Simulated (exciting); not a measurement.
# GaP (F-43m) in exciting: equation of state, part 2 of 2

exciting (release sodium).

## 3. Equation of state, PBE, 19.43 Å³/atom (volume scaled by 0.96)

The input, input.xml:

```xml
<input>
  <title>GaP</title>
  <structure speciespath="./" tshift="false">
    <crystal scale="1">
      <basevect>0.000000000000 5.080373316932 5.080373316932</basevect>
      <basevect>5.080373316932 0.000000000000 5.080373316932</basevect>
      <basevect>5.080373316932 5.080373316932 0.000000000000</basevect>
    </crystal>
    <species speciesfile="Ga.xml" rmt="2">
      <atom coord="0.000000000000 0.000000000000 0.000000000000"/>
    </species>
    <species speciesfile="P.xml" rmt="2">
      <atom coord="0.750000000000 0.750000000000 0.750000000000"/>
    </species>
  </structure>
  <groundstate do="fromscratch" ngridk="8 8 8" rgkmax="9" gmaxvr="14" lmaxapw="10" lmaxmat="10" lmaxvr="8" xctype="GGA_PBE" stype="Fermi Dirac" swidth="0.00183747" nempty="10" ValenceRelativity="iora*" epsengy="1e-05" epspot="1e-05" maxscl="60" outputlevel="normal"/>
</input>
```

Potentials or basis: all-electron LAPW+lo, shipped species files, valence relativity iora*.

The run is started by

```bash
$ OMP_NUM_THREADS=1 exciting_smp
```

It took 2.1 min on 1 thread of Arm Neoverse V1, shared host; peak memory 0.13 GiB.

Results (log left out):

* Free energy: -62212.0963 eV
* Band gap on the k mesh: 1.57 eV, indirect (least direct gap 2.16 eV)
* All electrons inside the program's atomic spheres: Ga 28.86; P 12.83 (radii Ga 2.0, P 2.0 bohr)

## 4. Equation of state, PBE, 19.84 Å³/atom (volume scaled by 0.98)

Edit input.xml of step 3 so:

```diff
@@ -4,5 +4,5 @@
     <crystal scale="1">
-      <basevect>0.000000000000 5.080373316932 5.080373316932</basevect>
-      <basevect>5.080373316932 0.000000000000 5.080373316932</basevect>
-      <basevect>5.080373316932 5.080373316932 0.000000000000</basevect>
+      <basevect>0.000000000000 5.115411481497 5.115411481497</basevect>
+      <basevect>5.115411481497 0.000000000000 5.115411481497</basevect>
+      <basevect>5.115411481497 5.115411481497 0.000000000000</basevect>
     </crystal>
```

Potentials or basis: all-electron LAPW+lo, shipped species files, valence relativity iora*.

The run is started by

```bash
$ OMP_NUM_THREADS=1 exciting_smp
```

INFO.OUT:

```text
================================================================================
EXCITING SODIUM started
[... 10 lines left out ...]

 Lattice vectors (cartesian) :
      0.0000000000      5.1154114815      5.1154114815
      5.1154114815      0.0000000000      5.1154114815
      5.1154114815      5.1154114815      0.0000000000

 Reciprocal lattice vectors (cartesian) :
     -0.6141427068      0.6141427068      0.6141427068
      0.6141427068     -0.6141427068      0.6141427068
      0.6141427068      0.6141427068     -0.6141427068

 Unit cell volume                           :     267.7143910444
 Brillouin zone volume                      :       0.9265479247

 Species :    1 (Ga)
     parameters loaded from                 :    Ga.xml
     name                                   :    gallium
     nuclear charge                         :     -31.00000000
     electronic charge                      :      31.00000000
     atomic mass                            :  127097.25380000
     muffin-tin radius                      :       2.00000000
     # of radial points in muffin-tin       :     350

     atomic positions (lattice) :
       1 :   0.00000000  0.00000000  0.00000000

[... 35 lines left out ...]
     inner part of muffin-tin               :       2

 Total nuclear charge                       :     -46.00000000
 Total electronic charge                    :      46.00000000
 Total core charge                          :      28.00000000
 Total valence charge                       :      18.00000000

 Number of empty states                     :      10
 Total number of valence states             :      20

 Maximum Hamiltonian size                   :     446
 Maximum number of plane-waves              :     428
 Total number of local-orbitals             :      18

 Exchange-correlation type                  :      20
[... 23 lines left out ...]
+ SCF iteration number :    1                                                  +
++++++++++++++++++++++++++++++++++++++++++++++++++++++++++++++++++++++++++++++++
 Total energy                               :     -2285.33396299
 _______________________________________________________________
 Fermi energy                               :         0.21099275
 Kinetic energy                             :      2326.91803151
 Coulomb energy                             :     -4513.31660213
 Exchange energy                            :       -96.83790520
 Correlation energy                         :        -2.09748717
[... 366 lines left out ...]
 RMS change in effective potential (target) :  0.263492E-08  ( 0.100000E-04)
 Absolute change in total energy   (target) :  0.119234E-05  ( 0.100000E-04)
 Charge distance                   (target) :  0.141768E-08  ( 0.100000E-04)

++++++++++++++++++++++++++++++++++++++++++++++++++++++++++++++++++++++++++++++++
| Convergency criteria checked for the last 2 iterations                       +
| Convergence targets achieved. Performing final SCF iteration                 +
++++++++++++++++++++++++++++++++++++++++++++++++++++++++++++++++++++++++++++++++
 Total energy                               :     -2286.25336192
 _______________________________________________________________
 Fermi energy                               :         0.22244956
 Kinetic energy                             :      2326.02391396
 Coulomb energy                             :     -4513.33992660
 Exchange energy                            :       -96.83686520
 Correlation energy                         :        -2.10048407
[... 14 lines left out ...]
 Estimated fundamental gap                  :         0.05927026
        valence-band maximum at    1      0.0000  0.0000  0.0000
     conduction-band minimum at   22      0.3750  0.3750  0.0000

++++++++++++++++++++++++++++++++++++++++++++++++++++++++++++++++++++++++++++++++
[... 9 lines left out ...]
| EXCITING SODIUM stopped                                                      =
================================================================================
```

Run time: 2.2 min. Hardware: 1 thread of Arm Neoverse V1, shared host; peak memory 0.14 GiB.

Results:

```yaml
Free_energy: -62212.1233 eV
Band_gap_on_the_k_mesh: 1.61 eV, indirect (least direct gap 1.99 eV)
All_electrons_inside_the_program's_atomic_spheres: Ga 28.85; P 12.81 (radii Ga 2.0, P 2.0 bohr)
```

## 5. Equation of state, PBE, 20.24 Å³/atom

Edit input.xml of step 4 so:

```diff
@@ -4,5 +4,5 @@
     <crystal scale="1">
-      <basevect>0.000000000000 5.115411481497 5.115411481497</basevect>
-      <basevect>5.115411481497 0.000000000000 5.115411481497</basevect>
-      <basevect>5.115411481497 5.115411481497 0.000000000000</basevect>
+      <basevect>0.000000000000 5.149976121136 5.149976121136</basevect>
+      <basevect>5.149976121136 0.000000000000 5.149976121136</basevect>
+      <basevect>5.149976121136 5.149976121136 0.000000000000</basevect>
     </crystal>
```

The run is started by

```bash
$ OMP_NUM_THREADS=1 exciting_smp
```

It took 2.3 min on 1 thread of Arm Neoverse V1, shared host; peak memory 0.14 GiB.

The run converged. Its results:

- Free energy: -62212.1400 eV
- Band gap on the k mesh: 1.65 eV, indirect (least direct gap 1.82 eV)
- All electrons inside the program's atomic spheres: Ga 28.83; P 12.80 (radii Ga 2.0, P 2.0 bohr)

## 6. Equation of state, PBE, 20.65 Å³/atom (volume scaled by 1.02)

Edit input.xml of step 5 so:

```diff
@@ -4,5 +4,5 @@
     <crystal scale="1">
-      <basevect>0.000000000000 5.149976121136 5.149976121136</basevect>
-      <basevect>5.149976121136 0.000000000000 5.149976121136</basevect>
-      <basevect>5.149976121136 5.149976121136 0.000000000000</basevect>
+      <basevect>0.000000000000 5.184082917174 5.184082917174</basevect>
+      <basevect>5.184082917174 0.000000000000 5.184082917174</basevect>
+      <basevect>5.184082917174 5.184082917174 0.000000000000</basevect>
     </crystal>
```

Potentials or basis: all-electron LAPW+lo, shipped species files, valence relativity iora*.

The run is started by

```bash
$ OMP_NUM_THREADS=1 exciting_smp
```

It took 2.3 min on 1 thread of Arm Neoverse V1, shared host; peak memory 0.14 GiB.

Results (log left out):

* Free energy: -62212.1480 eV
* Band gap on the k mesh: 1.61 eV, indirect (least direct gap 1.66 eV)
* All electrons inside the program's atomic spheres: Ga 28.82; P 12.78 (radii Ga 2.0, P 2.0 bohr)

## 7. Equation of state, PBE, 21.05 Å³/atom (volume scaled by 1.04)

Edit input.xml of step 6 so:

```diff
@@ -4,5 +4,5 @@
     <crystal scale="1">
-      <basevect>0.000000000000 5.184082917174 5.184082917174</basevect>
-      <basevect>5.184082917174 0.000000000000 5.184082917174</basevect>
-      <basevect>5.184082917174 5.184082917174 0.000000000000</basevect>
+      <basevect>0.000000000000 5.217746736653 5.217746736653</basevect>
+      <basevect>5.217746736653 0.000000000000 5.217746736653</basevect>
+      <basevect>5.217746736653 5.217746736653 0.000000000000</basevect>
     </crystal>
```

The run is started by

```bash
$ OMP_NUM_THREADS=1 exciting_smp
```

Wall time 2.4 min (1 thread of Arm Neoverse V1, shared host); peak memory 0.14 GiB.

It converged, with:

- Free energy: -62212.1482 eV
- Band gap on the k mesh: 1.50 eV, direct
- All electrons inside the program's atomic spheres: Ga 28.81; P 12.77 (radii Ga 2.0, P 2.0 bohr)

## 8. Equation of state, PBE, 21.45 Å³/atom (volume scaled by 1.06)

Edit input.xml of step 7 so:

```diff
@@ -4,5 +4,5 @@
     <crystal scale="1">
-      <basevect>0.000000000000 5.217746736653 5.217746736653</basevect>
-      <basevect>5.217746736653 0.000000000000 5.217746736653</basevect>
-      <basevect>5.217746736653 5.217746736653 0.000000000000</basevect>
+      <basevect>0.000000000000 5.250981688267 5.250981688267</basevect>
+      <basevect>5.250981688267 0.000000000000 5.250981688267</basevect>
+      <basevect>5.250981688267 5.250981688267 0.000000000000</basevect>
     </crystal>
```

The run is started by

```bash
$ OMP_NUM_THREADS=1 exciting_smp
```

Wall time 2.6 min (1 thread of Arm Neoverse V1, shared host); peak memory 0.14 GiB.

It converged, with:

```
Free energy                                       : -62212.1412 eV
Band gap on the k mesh                            : 1.34 eV, direct
All electrons inside the program's atomic spheres : Ga 28.80; P 12.76 (radii Ga 2.0, P 2.0 bohr)
```

## 9. Equation of state, PBE

Potentials or basis: all-electron LAPW+lo, shipped species files, valence relativity iora*.

This step only gathers the single runs of the series.

Results:

| Quantity | Value |
| --- | --- |
| Equilibrium volume | 20.85 Å³/atom |
| Bulk modulus | 76 GPa |
| Pressure derivative of the bulk modulus | 4.9 |

Energy against volume, from the lowest point:
```tsv
volume (Å³/atom)	energy (meV/atom)
19.026	44.89
19.431	25.95
19.836	12.45
20.240	4.10
20.645	0.07
21.050	0.00
21.455	3.48
```

PBE usually gives volumes a little too large and moduli too small.

## 10. How close it comes

Step 9. Measured bulk modulus of GaP: 87.5 GPa (“Phosphorous dimerization in GaP at high pressure”, 2017, arxiv:1709.06667). This calculation gives 76 GPa (-13.3 %). The fit is for a static lattice scaled at fixed shape and fixed fractional positions.
